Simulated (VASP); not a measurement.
# Sc (P6_3/mmc) in VASP: a series of runs

The runs below take Sc through relaxation of cell and atoms, with r2SCAN, r2SCAN+rVV10.

All numbers are computed with VASP 6.6.1; they aren't measurements. Logs are shortened: lines on timing, memory, paths and dates and some standing lists are left out, and cuts for length are marked.

## (1) Starting point

It takes space group P6_3/mmc (No. 194, hexagonal). The conventional cell has a = 3.291 Å, b = 3.291 Å, c = 5.333 Å, α = 90.00°, β = 90.00°, γ = 120.00°. Around Sc (site symmetry -6m2) lie 12 Sc at 3.27 to 3.29 Å.

## (2) Relaxation of cell and atoms, r2SCAN

Contents of INCAR:

```
SYSTEM = Sc
PREC = Accurate
ENCUT = 600
EDIFF = 1E-7
ISMEAR = 0
SIGMA = 0.1
LREAL = .False.
LASPH = .True.
NELM = 100
ALGO = Normal
ISIF = 3
LWAVE = .False.
LCHARG = .False.
METAGGA = R2SCAN
LMIXTAU = .True.
IBRION = 2
NSW = 90
EDIFFG = -0.005
```

Contents of KPOINTS:

```
Automatic mesh
0
Gamma
  15 15 8
  0 0 0
```

Contents of POSCAR:

```
Sc
1.0
    3.2912249500      0.0000000000      0.0000000000
   -1.6456124800      2.8502844200      0.0000000000
    0.0000000000      0.0000000000      5.3325723900
Sc
2
Direct
    0.3333333300      0.6666666700      0.2500000000
    0.6666666700      0.3333333300      0.7500000000
```

Potentials or basis: VASP PAW PBE potentials, release 64 (Sc_sv).

Run with:

```console
$ cat potpaw_PBE.64/Sc_sv/POTCAR > POTCAR
$ mpirun -np 1 vasp_std > vasp.out
```

OUTCAR:

```text
SYSTEM = Sc
   PREC = Accurate
   ENCUT = 600
   EDIFF = 1E-7
   ISMEAR = 0
   LREAL = .False.
   LASPH = .True.
   NELM = 100
   ISIF = 3
   METAGGA = R2SCAN
   IBRION = 2
   NSW = 90
   EDIFFG = -0.005

 ion  position               nearest neighbor table
   1  0.333  0.667  0.250-   2 3.27   2 3.27   2 3.27   2 3.27   2 3.27   2 3.27
   2  0.667  0.333  0.750-   1 3.27   1 3.27   1 3.27   1 3.27   1 3.27   1 3.27

  LATTYP: Found a hexagonal cell.
 ALAT       =     3.2912249500
 C/A-ratio  =     1.6202394157

  Lattice vectors:

 A1 = (   3.2912249500,   0.0000000000,   0.0000000000)
 A2 = (  -1.6456124800,   2.8502844200,   0.0000000000)
 A3 = (   0.0000000000,   0.0000000000,   5.3325723900)

Analysis of symmetry for initial positions (statically):
=====================================================================
 Subroutine PRICEL returns:
 Original cell was already a primitive cell.

 Routine SETGRP: Setting up the symmetry group for a
 hexagonal supercell.

 Subroutine GETGRP returns: Found 24 space group operations
 (whereof 12 operations were pure point group operations)
 out of a pool of 24 trial point group operations.

The static configuration has the point symmetry D_3d.
 The point group associated with its full space group is D_6h.

Analysis of symmetry for dynamics (positions and initial velocities):
=====================================================================
 Subroutine PRICEL returns:
 Original cell was already a primitive cell.

 Routine SETGRP: Setting up the symmetry group for a
 hexagonal supercell.

 Subroutine GETGRP returns: Found 24 space group operations
 (whereof 12 operations were pure point group operations)
 out of a pool of 24 trial point group operations.

The dynamic configuration has the point symmetry D_3d.
 The point group associated with its full space group is D_6h.

 Subroutine INISYM returns: Found 24 space group operations
 (whereof 12 operations are pure point group operations),
 and found     1 'primitive' translations

----------------------------------------------------------------------------------------

                                     Primitive cell

  volume of cell :      50.0245

  direct lattice vectors                    reciprocal lattice vectors
     3.291224950  0.000000000  0.000000000     0.303838241  0.175421091  0.000000000
[... 108 lines left out ...]
  Fermi-wavevector in a.u.,A,eV,Ry     =   1.244959  2.352630 21.087965  1.549922
  Thomas-Fermi vector in A             =   2.379202
   LORBIT       =      0    0 simple, 1 ext, 2 COOP (PROOUT), +10 PAW based schemes
   METAGGA = R2SCAN    functional components
   LHFCALC =     F    Hartree Fock is set to
   AEXX    =    0.0000 exact exchange contribution
   IVDW    =     0    specifies the selected vdW correction
   LEPSILON=     F    determine dielectric tensor
   LRPA    =     F    only Hartree local field effects (RPA)
 conjugate gradient relaxation of ions
 non-spin polarized calculation
 Gauss-broadening in eV      SIGMA  =   0.10
  energy-cutoff  :      600.00
  volume of cell :       50.02
 maximum number of plane-waves:      1707
 NGX is ok and might be reduce to    28

--------------------------------------- Ionic step        1  -------------------------------------------

 number of electron      21.9999998 magnetization

 Free energy of the ion-electron system (eV)
  ---------------------------------------------------
  ext. energy  EPLUGINS =         0.00000000
  ---------------------------------------------------
  free energy    TOTEN  =       -22.71071421 eV

  energy without entropy =      -22.68895449  energy(sigma->0) =      -22.69983435

------------------------ aborting loop because EDIFF is reached ----------------------------------------

  FORCE on cell =-STRESS in cart. coord.  units (eV):
  Direction    XX          YY          ZZ          XY          YZ          ZX
  --------------------------------------------------------------------------------------
  -------------------------------------------------------------------------------------
  Total        0.3367165      0.3367165     -0.5136380     -0.0000000      0.0000000     -0.0000000
  in kB       10.7843123     10.7843123    -16.4507295     -0.0000000      0.0000000     -0.0000000
  external PRESSURE =       1.7059650 kB  Pullay stress =       0.0000000 kB
[... 131 lines left out ...]
--------------------------------------- Ionic step        5  -------------------------------------------

 number of electron      22.0000000 magnetization

 Free energy of the ion-electron system (eV)
  ---------------------------------------------------
  ext. energy  EPLUGINS =         0.00000000
  ---------------------------------------------------
  free energy    TOTEN  =       -22.72174160 eV

  energy without entropy =      -22.70086563  energy(sigma->0) =      -22.71130361

 E-fermi :   3.6346     XC(G=0): -10.5424

 val. band max:        3.6325200967   @ k =   0.3333   0.0667   0.3750
 cond. band min:       3.6348617915   @ k =   0.2000   0.2000   0.1250
 fundamental gap:      0.0023416947
 Fermi energy:         3.6345589815

 k-point     1 :       0.0000    0.0000    0.0000
  band No.  band energies     occupation
      1     -47.9206      2.00000
      2     -47.8511      2.00000
      3     -25.7774      2.00000
      4     -25.4309      2.00000
      5     -25.4309      2.00000
      6     -25.3663      2.00000
      7     -25.3663      2.00000
      8     -25.3463      2.00000
      9      -1.8379      2.00000
     10       1.9571      2.00000
     11       4.0617      0.00000
     12       5.4239      0.00000
     13       5.4239      0.00000
     14       5.6914      0.00000
[... 401 lines left out ...]
      2     -47.8445      2.00000
      3     -25.6670      2.00000
      4     -25.5939      2.00000
      5     -25.5657      2.00000
      6     -25.5574      2.00000
      7     -25.4794      2.00000
      8     -25.4623      2.00000
      9       2.3695      2.00000
     10       2.7598      2.00000
     11       3.1239      2.00000
     12       3.1491      2.00000
     13       4.8873      0.00000
     14       4.9055      0.00000
     15       5.8060      0.00000

 [... further k-points ...]

------------------------ aborting loop because EDIFF is reached ----------------------------------------

  FORCE on cell =-STRESS in cart. coord.  units (eV):
  Direction    XX          YY          ZZ          XY          YZ          ZX
  --------------------------------------------------------------------------------------
  -------------------------------------------------------------------------------------
  Total        0.0070722      0.0070722     -0.0001561     -0.0000000      0.0000000     -0.0000000
  in kB        0.2265871      0.2265871     -0.0050012     -0.0000000      0.0000000     -0.0000000
  external PRESSURE =       0.1493910 kB  Pullay stress =       0.0000000 kB
[... 17 lines left out ...]
  FREE ENERGIE OF THE ION-ELECTRON SYSTEM (eV)
  ---------------------------------------------------
  free  energy   TOTEN  =       -22.7217415983 eV

  energy  without entropy=      -22.7008656277  energy(sigma->0) =      -22.71130361

 reached required accuracy - stopping structural energy minimisation
```

OSZICAR:

```text
N       E                     dE             d eps       ncg     rms          rms(c)
DAV:   1     0.411256740835E+03    0.41126E+03   -0.12204E+04  4050   0.177E+03
DAV:   2    -0.861917677872E+00   -0.41212E+03   -0.40511E+03  5653   0.692E+02
DAV:   3    -0.282685531570E+02   -0.27407E+02   -0.26777E+02  6828   0.212E+02
[... 74 lines left out ...]
DAV:   4    -0.227217338438E+02    0.23682E-04   -0.10053E-04  4200   0.128E-01    0.703E-03
DAV:   5    -0.227217460799E+02   -0.12236E-04   -0.10738E-04  4169   0.136E-01    0.564E-03
DAV:   6    -0.227217411896E+02    0.48902E-05   -0.15707E-05  5213   0.567E-02    0.106E-03
DAV:   7    -0.227217420170E+02   -0.82731E-06   -0.90514E-07  5079   0.137E-02    0.635E-04
DAV:   8    -0.227217416943E+02    0.32261E-06   -0.98926E-08  2193   0.568E-03    0.213E-04
DAV:   9    -0.227217415983E+02    0.96095E-07   -0.17964E-08  2053   0.384E-03
   5 F= -.22721742E+02 E0= -.22711304E+02  d E =-.394522E-03
```

It took 22 min on 1 thread of Intel Xeon Platinum 8488C (Sapphire Rapids), shared host; peak memory 0.29 GiB.

What came out:

```yaml
Free_energy: -22.7217 eV
Relaxed_volume: 25.00 Å³/atom
Relaxed_cell: a = 3.333 Å, b = 3.333 Å, c = 5.198 Å, α = 90.00°, β = 90.00°, γ = 120.00°
Space_group_after_relaxing_to_0.05_Å: P6_3/mmc (No. 194)
Energy_gained_by_relaxing: 5.5 meV/atom
Ionic_steps: 5
Pressure_after_relaxing: 0.0 GPa
Band_gap_on_the_k_mesh: none (metal or under the smearing width)
```

The path:
| step | energy change (eV) | largest force (eV/Å) | pressure (GPa) | volume (Å³) |
| --- | --- | --- | --- | --- |
| 1 | 0.0000 | 0.0000 | 0.17 | 50.02 |
| 2 | -0.0086 | 0.0000 | -0.14 | 50.21 |
| 3 | -0.0106 | 0.0000 | -0.34 | 50.34 |
| 4 | -0.0110 | 0.0000 | 0.12 | 49.90 |
| 5 | -0.0110 | 0.0000 | 0.01 | 50.01 |

Final structure:
```cif
data_structure
_symmetry_space_group_name_H-M 'P 1'
_symmetry_Int_Tables_number 1
_cell_length_a 3.3330
_cell_length_b 3.3330
_cell_length_c 5.1980
_cell_angle_alpha 90.000
_cell_angle_beta 90.000
_cell_angle_gamma 120.000
_cell_volume 50.01
loop_
_atom_site_label
_atom_site_type_symbol
_atom_site_fract_x
_atom_site_fract_y
_atom_site_fract_z
_atom_site_occupancy
Sc1 Sc 0.33333 0.66667 0.25000 1
Sc2 Sc 0.66667 0.33333 0.75000 1
```

Levels at points of the mesh, in eV from the Fermi level:
| k point | band 9 | band 10 | band 11 | band 12 | band 13 | band 14 |
| --- | --- | --- | --- | --- | --- | --- |
| (0.00, 0.00, 0.00) | -5.47 | -1.68 | 0.43 | 1.79 | 1.79 | 2.06 |
| (0.00, 0.00, 0.50) | -3.86 | -3.86 | 1.09 | 1.09 | 1.71 | 1.71 |

Caveat: the PAW data sets were made with another functional, which shifts forces and pressure a little.

## (3) Relaxation of cell and atoms, r2SCAN+rVV10

INCAR: that of step 2 with these lines changed.

```diff
@@ -15,2 +15,6 @@
 LMIXTAU = .True.
+LUSE_VDW = .True.
+IVDW_NL = 2
+BPARAM = 11.95
+CPARAM = 0.0093
 IBRION = 2
```

KPOINTS is that of step 2.

POSCAR is that of step 2.

Potentials or basis: VASP PAW PBE potentials, release 64 (Sc_sv).

Run with:

```console
$ cat potpaw_PBE.64/Sc_sv/POTCAR > POTCAR
$ mpirun -np 1 vasp_std > vasp.out
```

Wall time 32 min (1 thread of Intel Xeon Platinum 8488C (Sapphire Rapids), shared host); peak memory 0.43 GiB.

It converged, with:

* Free energy: -22.1780 eV
* Relaxed volume: 24.78 Å³/atom
* Relaxed cell: a = 3.324 Å, b = 3.324 Å, c = 5.180 Å, α = 90.00°, β = 90.00°, γ = 120.00°
* Space group after relaxing (to 0.05 Å): P6_3/mmc (No. 194)
* Energy gained by relaxing: 5.8 meV/atom
* Ionic steps: 6
* Pressure after relaxing: 0.0 GPa
* Band gap on the k mesh: none (metal or under the smearing width)

The path:
```csv
step,energy change (eV),largest force (eV/Å),pressure (GPa),volume (Å³)
1,0.0000,0.0000,-0.34,50.02
2,-0.0091,0.0000,-0.01,49.64
3,-0.0114,0.0000,0.25,49.35
4,-0.0114,0.0000,0.28,49.32
5,-0.0116,0.0000,-0.11,49.66
6,-0.0116,0.0000,0.01,49.55
```

Final structure:
```
Sc
1.0
     3.32364    0.00000    0.00000
    -1.66182    2.87836    0.00000
     0.00000    0.00000    5.17953
Sc
2
Direct
  0.33333 0.66667 0.25000
  0.66667 0.33333 0.75000
```

Levels at points of the mesh, in eV from the Fermi level:
```tsv
k point	band 7	band 8	band 9	band 10	band 11	band 12	band 13	band 14	band 15
(0.00, 0.00, 0.00)	-28.95	-28.93	-5.50	-1.69	0.45	1.81	1.81	2.09	2.29
(0.00, 0.00, 0.50)	-28.98	-28.98	-3.88	-3.88	1.10	1.10	1.73	1.73	1.73
```

Caveat: the PAW data sets were made with another functional, which shifts forces and pressure a little.
